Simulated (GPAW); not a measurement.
Pb in GPAW: the effect of strain biaxial xy

Crystal: Pb.

```
Pb
1.0
    -1.90047    1.90047    1.97966
     1.90047   -1.90047    1.97966
     1.90047    1.90047   -1.97966
Pb
1
Cartesian
  0.0000 0.0000 0.0000
```

This isn't the form of Pb at room conditions, which is fcc.

Alike in all runs:

```yaml
Program: GPAW 26.7.0
Task: single point
Functional: PBEsol
Potentials_or_basis: PAW data sets generated in the run's folder for this functional
Cutoff: 600 eV
Basis: pw
k_mesh: 9 × 9 × 9
Occupations: fermi-dirac, width 0.05 eV
Spin: no spin polarisation
Maxiter: 150
```

```csv
strain biaxial xy,pressure (GPa)
-0.04,1.6
-0.02,?
-0.01,-1.4
0,-2.2
0.01,-2.9
0.02,-3.4
0.04,-4.3
```

Problem. What does the run with strain biaxial xy -0.02 give?

Solution. Pressure -0.5 GPa.

Worked out: A parabola through the other rows of the pressure, of slope -94.6 GPa per unit of strain biaxial xy there, gives -0.5 GPa, against the run's -0.5.

Caveats: the density grid can change from cell to cell, which puts small steps into energies and stress.
